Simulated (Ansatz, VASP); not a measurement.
C in VASP and in Ansatz

Contents of INCAR:

```
SYSTEM = C
  PREC = Accurate
  ENCUT = 520
  EDIFF = 1E-7
  ISMEAR = 0
  SIGMA = 0.05
  LREAL = .FALSE.
  LASPH = .TRUE.
  NELM = 60
  ALGO = Normal
  ISIF = 2
  LWAVE = .FALSE.
  LCHARG = .FALSE.
  NBANDS = 11
```

Contents of KPOINTS:

```
Automatic mesh
0
G
  12 12 12
  0 0 0
```

The input POSCAR:

```
C
1.0
    0.0000000000      1.8352229610      1.7915446545
    1.8352229610      0.0000000000      1.7915446545
    1.8352229610      1.8352229610      0.0000000000
C
2
Direct
    0.5000000000      0.5000000000      0.5000000000
    0.7500000000      0.7500000000      0.7500000000
```

Input for Ansatz:

```yaml
crystal:
  lattice:
    - [0.0, 1.835222961, 1.7915446545]
    - [1.835222961, 0.0, 1.7915446545]
    - [1.835222961, 1.835222961, 0.0]
  atoms:
    - { symbol: C, position: [0.5, 0.5, 0.5] }
    - { symbol: C, position: [0.75, 0.75, 0.75] }
basis:
  ecutwfc: 520.0
kpoints:
  mp_grid: { grid: [12, 12, 12] }
hamiltonian:
  xc: lda
  pseudopotentials: { kind: paw, azcp: { folder: soft_1 } }
scf:
  occupations: { method: gaussian, width: 0.05 }
output:
  forces: true
  stress: true
  eigenvalues: true
```

Alike in both runs: task single point; functional LDA; k mesh 12 × 12 × 12; occupations gaussian, width 0.05 eV; no spin polarisation.

|  | VASP | Ansatz |
| --- | --- | --- |
| version | VASP 6.6.1 | Ansatz 0.2.0 |
| potentials or method | VASP PAW LDA potentials, release 64 (C) | scalar-relativistic, plane waves, PAW |
| plane-wave cutoff (eV) | 520 | 520 |
| valence electrons in the cell | 8 | 8 |

```tsv
	VASP	Ansatz	Ansatz less VASP
gap on the k mesh at the Fermi level (eV)	3.39	3.40	+0.007
least direct gap on the mesh (eV)	4.96	4.96	-0.001
```

Ansatz warned: «pseudo_functional_mismatch».
